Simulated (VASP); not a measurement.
VASP inputs for ZnO (rocksalt)

INCAR

```
NSW = 0
NBANDS = 16
SIGMA = 0.01
PREC = Accurate
NELM = 120
GGA = PS
ISIF = 2
IBRION = -1
ENCUT = 520
LWAVE = .FALSE.
EDIFF = 1E-7
LREAL = .FALSE.
LASPH = .TRUE.
ISMEAR = 0
LCHARG = .FALSE.
```

KPOINTS

```
KPOINTS created by Atomic Simulation Environment
0
Gamma
10 10 10
0 0 0
```

KPOINTS_OPT

```
special points
6
Reciprocal
0.0000000000 0.0000000000 0.0000000000 1
0.5000000000 0.0000000000 0.5000000000 1
0.5000000000 0.2500000000 0.7500000000 1
0.3750000000 0.3750000000 0.7500000000 1
0.5000000000 0.5000000000 0.5000000000 1
0.6250000000 0.2500000000 0.6250000000 1
```

POSCAR

```
Zn O
 1.0000000000000000
    -0.0000000000000000    2.1337703959997598    2.1337703959997598
     2.1337703959997598    0.0000000000000000    2.1337703959997598
     2.1337703959997598    2.1337703959997598    0.0000000000000000
 Zn  O
   1   1
Cartesian
 -0.0000000000000000 -0.0000000000000000 -0.0000000000000000
  2.1337703959997598  2.1337703959997598  2.1337703959997598
```

VASP ran with the recommended PBE PAW datasets (18 valence electrons in the cell).

Q: What does this run give?

A: gap between bands v and c 0.83 eV; least direct gap 2.26 eV; pressure 0.9 GPa.

Band v is the last that the valence electrons fill when counted band by band, and c is the next. Levels in eV from the top of v:

```
point    v−1      v     c    c+1
    Γ  -1.42  -1.42  0.83  17.86
    X  -2.89  -2.89  4.14  10.61
    W  -3.47  -2.16  6.82  10.39
    K  -3.14  -1.49  6.00   9.70
    L   0.00   0.00  5.29   9.09
```
